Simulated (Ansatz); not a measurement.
**KMgF3 in Ansatz: the effect of target pressure**

Crystal: KMgF3.

```
K Mg F
1.0
     3.98590    0.00000    0.00000
     0.00000    3.98590    0.00000
     0.00000    0.00000    3.98590
K Mg F
1 1 3
Direct
  0.50000 0.50000 0.50000
  0.00000 0.00000 0.00000
  0.00000 0.00000 0.50000
  0.00000 0.50000 0.00000
  0.50000 0.00000 0.00000
```

Alike in all runs:

| Property | Result |
| --- | --- |
| Program | Ansatz 0.2.0 |
| Task | relaxation of cell and atoms |
| Functional | r2SCAN |
| Potentials or basis | Ansatz PAW |
| Cutoff | 500 eV (not typed: the program's choice for these potentials) |
| k mesh | 7 × 7 × 7 |
| Occupations | fermi-dirac, width 0.05 eV |
| Spin | no spin polarisation |

Each run relaxes the cell or the atoms first.

Question: One run gave: relaxed volume 11.39 Å³/atom; gap on the mesh 9.20 eV. Which target pressure did it use?
A. 2 GPa
B. 5 GPa
C. 0 GPa
D. 10 GPa
E. 30 GPa

Answer: D.

```csv
target pressure,relaxed volume (Å³/atom),gap on the mesh (eV)
0 GPa,12.62,8.33
2 GPa,12.31,8.53
5 GPa,11.92,8.80
10 GPa,11.39,9.20
20 GPa,10.61,9.87
30 GPa,10.03,10.45
```

Caveats: odd divisions of the mesh miss points on the zone boundary, where band edges often lie, so the gap on the mesh can be too wide; the plane-wave basis is chosen anew once the cell has moved, so the energies of steps on either side of that aren't comparable; the PAW data sets come from PBE, with cores solved anew for the run's functional, which leaves a small shift of forces and pressure; the volume moved by over 15 % at a fixed basis, so the end points are rough (some runs).

A k mesh can miss the band edges.
